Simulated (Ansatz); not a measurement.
## Calculated 49Ti nuclear quadrupole resonance for TiO₂

Cell: a structure deposited in the COD, its atoms then relaxed with PBE in this cell.

Space group Pbcn (No. 60); a = 4.5318, b = 5.5019, c = 4.9063 Å.

| site | Wyckoff | site symmetry | x | y | z |
| --- | --- | --- | --- | --- | --- |
| Ti | 4c | .2. | 0.0000 | 0.1758 | 0.2500 |
| O | 8d | 1 | 0.2702 | 0.3824 | 0.4195 |

One atom of each set is listed.

Level of theory: DFT, PBE, plane waves and PAW (field gradients read without the response of the frozen cores, which leaves them typically 4 to 6 % off), scalar-relativistic, 420 eV cutoff, Γ-centred 5×4×4 k-points, Fermi–Dirac smearing 0.02 eV (Ansatz 0.2.0).

49Ti: I = 7/2, Q = 247.0 mb (year-2017 value). Static lattice, zero field.

(1) The simulated lines lie at 2.06, 2.27, 3.58, 4.33 MHz. What are |C_Q|, η and |V_zz| at Ti?

Results:

(1) For I = 7/2 and η = 0 the lines are |C_Q|/14 times 1, 2 and 3; η shifts the lowest up most. At large η the states mix, and weaker lines appear at sums of the main ones; lines under 5 % of the strongest are left out. Here |C_Q| = 17.2 MHz, η = 0.51 and |V_zz| = 2.88 × 10²¹ V/m². The calculation gives V_zz positive; the lines don't show the sign. The site has 6 O at 1.87–2.09 Å.

At this cell the PBE pressure is 6 GPa, so with PBE the cell would grow if it were relaxed.
